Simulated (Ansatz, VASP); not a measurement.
TiC: VASP beside Ansatz

Contents of POSCAR:

```
TiC
1.0
    3.0420900000      0.0000000000      0.0000000000
   -1.5210400000      2.6345200000      0.0000000000
    0.0000000000      0.0000000000      2.6979700000
Ti C
1 1
Direct
    0.0000000000      0.0000000000      0.5000000000
    0.3333300000      0.6666700000      0.0000000000
```

INCAR.step1

```
  ALGO = Normal
  EDIFF = 1E-5
  ENCUT = 520
  GGA = PE
  ISIF = 2
  ISMEAR = -1
  LASPH = True
  LCHARG = False
  LMAXMIX = 4
  LREAL = False
  LWAVE = True
  NELM = 80
  PREC = Accurate
  SIGMA = 0.05
```

Contents of INCAR.step2:

```
  AEXX = 0.25
  ALGO = Normal
  EDIFF = 1E-6
  ENCUT = 520
  HFRCUT = -1
  ISIF = 2
  ISMEAR = -1
  ISTART = 1
  LASPH = True
  LCHARG = False
  LHFCALC = True
  LMAXMIX = 4
  LMIXTAU = True
  LREAL = False
  LWAVE = False
  METAGGA = R2SCAN
  NELM = 80
  PREC = Accurate
  PRECFOCK = Fast
  SIGMA = 0.05
```

KPOINTS

```
k-points
0
Gamma
  5 5 5
```

File KPOINTS_OPT:

```
path GMKGALHA,LM,KH
8
line-mode
reciprocal
 0.0000000000  0.0000000000  0.0000000000  G
 0.5000000000  0.0000000000  0.0000000000  M

 0.5000000000  0.0000000000  0.0000000000  M
 0.3333333333  0.3333333333  0.0000000000  K

 0.3333333333  0.3333333333  0.0000000000  K
 0.0000000000  0.0000000000  0.0000000000  G

 0.0000000000  0.0000000000  0.0000000000  G
 0.0000000000  0.0000000000  0.5000000000  A

 0.0000000000  0.0000000000  0.5000000000  A
 0.5000000000  0.0000000000  0.5000000000  L

 0.5000000000  0.0000000000  0.5000000000  L
 0.3333333333  0.3333333333  0.5000000000  H

 0.3333333333  0.3333333333  0.5000000000  H
 0.0000000000  0.0000000000  0.5000000000  A

 0.5000000000  0.0000000000  0.5000000000  L
 0.5000000000  0.0000000000  0.0000000000  M

 0.3333333333  0.3333333333  0.0000000000  K
 0.3333333333  0.3333333333  0.5000000000  H
```

The input input.yaml:

```yaml
crystal:
  lattice:
    - [3.04209, 0.0, 0.0]
    - [-1.52104, 2.63452, 0.0]
    - [0.0, 0.0, 2.69797]
  atoms:
    - { symbol: Ti, position: [0.0, 0.0, 0.5] }
    - { symbol: C, position: [0.33333, 0.66667, 0.0] }
hamiltonian:
  xc: r2scan0
  pseudopotentials: { kind: paw }
kpoints:
  mp_grid: { grid: [5, 5, 5] }
scf:
  occupations: { method: fermi_dirac, width: 0.05 }
output:
  forces: true
  stress: true
  eigenvalues: true
```

The cell was built by a generator and needn't be a form met in nature.

Alike in both runs: functional r2SCAN0; k mesh 5 × 5 × 5; occupations fermi-dirac, width 0.05 eV; no spin polarisation.

|  | VASP | Ansatz |
| --- | --- | --- |
| version | VASP 6.6.1 | Ansatz 0.2.0 |
| potentials or method | VASP PAW PBE potentials, release 64 (Ti_sv, C) | Ansatz PAW |
| plane-wave cutoff (eV) | 520 | 500 |
| valence electrons in the cell | 16 | 16 |
| task | band structure | single point |

```tsv
	VASP	Ansatz	Ansatz less VASP
gap on the k mesh at the Fermi level (eV)	none	none	-
pressure (GPa)	-5.4	-5.6	-0.23
largest component of the traceless stress (GPa)	7.19	7.11	-0.075
```

A gap of «none» marks a metal or a gap that the smearing closes.

Caveats: the k mesh is coarse (spacing up to 0.48 Å⁻¹), so the values aren't converged, least of all with exact exchange; the PAW data sets were made with another functional, which shifts forces and pressure a little (VASP); the PAW data sets come from PBE, with cores solved anew for the run's functional, which leaves a small shift of forces and pressure (Ansatz); the thresholds are loose for stress (Ansatz).
